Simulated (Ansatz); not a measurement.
Start from CsPbI3 in the cubic perovskite structure (space group Pm-3m, No. 221).

```xyz
5
Lattice="6.3327 0.0000 0.0000 0.0000 6.3327 0.0000 0.0000 0.0000 6.3327" Properties=species:S:1:pos:R:3 pbc="T T T"
Cs     0.0000     0.0000     0.0000
Pb     3.1663     3.1663     3.1663
I      0.0000     3.1663     3.1663
I      3.1663     3.1663     0.0000
I      3.1663     0.0000     3.1663
```

Cartesian axes are those of the cell as printed.

Method: Kohn–Sham DFT with the r2SCAN functional, run in Ansatz (a first-principles code) with PAW and 500 eV plane waves, no spin-orbit coupling.

Strains are applied to the cell and any free atomic positions relax; under biaxial strain the out-of-plane vector relaxes too.

One change was made to it. Results:

The band gap shrinks by 0.329 eV (1.70 eV → 1.38 eV); the energy increases by 22 meV/atom.

Q: What was done to the base?
A) isotropic strain −2.87 %
B) biaxial strain −0.30 %, plane normal [110], relaxed out of plane
C) uniaxial strain ε_xx = −2.48 %
D) tensor shear ε_yz = −1.39 %
E) isotropic strain +0.24 %

A: A, isotropic strain −2.87 %. For comparison, the band gap in the other runs: tensor shear ε_yz = −1.39 % gives 1.67 eV; biaxial strain −0.30 %, plane normal [110], relaxed out of plane gives 1.68 eV; uniaxial strain ε_xx = −2.48 % gives 1.55 eV; isotropic strain +0.24 % gives 1.73 eV.

With I and Pb present, leaving out spin-orbit coupling can change the band edges. Whether these cells are dynamically stable was not tested. Many cubic perovskites are stable only at high temperature; tilts and polar distortions were not tested. This is not the structure that CsPbI3 has at room temperature and ambient pressure.
